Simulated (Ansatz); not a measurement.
## ZnS (Wurtzite-2H) under changes of volume

One of the cells (19.603 Å³/atom); the others are scaled copies at fixed shape and fractional positions:

```
Zn S
1.0
     3.81100    0.00000    0.00000
    -1.90550    3.30042    0.00000
     0.00000    0.00000    6.23400
Zn S
2 2
Direct
  0.66667 0.33333 0.50000
  0.33333 0.66667 0.00000
  0.66667 0.33333 0.88500
  0.33333 0.66667 0.38500
```

```yaml
Program: Ansatz 0.2.0
Functional: PBE
Potentials_or_basis: all-electron LAPW, scalar-relativistic
Cutoff: 288 eV (chosen from the basis error)
Basis_error_allowed: 0.001 eV/atom
k_mesh: 8 × 8 × 5
Occupations: fermi-dirac, width 0.05 eV
Spin: no spin polarisation
```

```csv
volume (Å³/atom),energy over the lowest point (meV/atom),pressure (GPa),gap on the mesh (eV),largest force (eV/Å)
18.427,40.83,7.9,2.54,0.400
18.819,24.00,5.9,2.45,0.371
19.211,11.97,4.0,2.35,0.344
19.603,?,?,?,?
19.995,0.38,0.8,2.16,0.296
20.387,0.00,-0.5,2.07,0.274
20.779,2.76,-1.7,1.98,0.254
```

Q: What does the run at 19.603 Å³/atom give?

A: Energy over the lowest point 4.23 meV/atom; pressure 2.3 GPa; gap on the mesh 2.25 eV; largest force 0.319 eV/Å.

Worked out: A Birch-Murnaghan fit of order 3 (a polynomial in V^(-2/3)) to the other rows has its minimum at 20.23 Å³/atom with B0 = V·E''(V) = 69 GPa and B' = 4.4 at fixed shape and positions, which overstates the stiffness. It gives 4.24 meV/atom at 19.603 Å³/atom, against the run's 4.23, and -dE/dV = 2.3 GPa, against 2.3. A straight line through the other rows of the gap, of slope -4.69 eV per unit of ln V (its deformation potential), gives 2.25 eV, against the run's 2.25.

Energies are extrapolated to zero smearing.
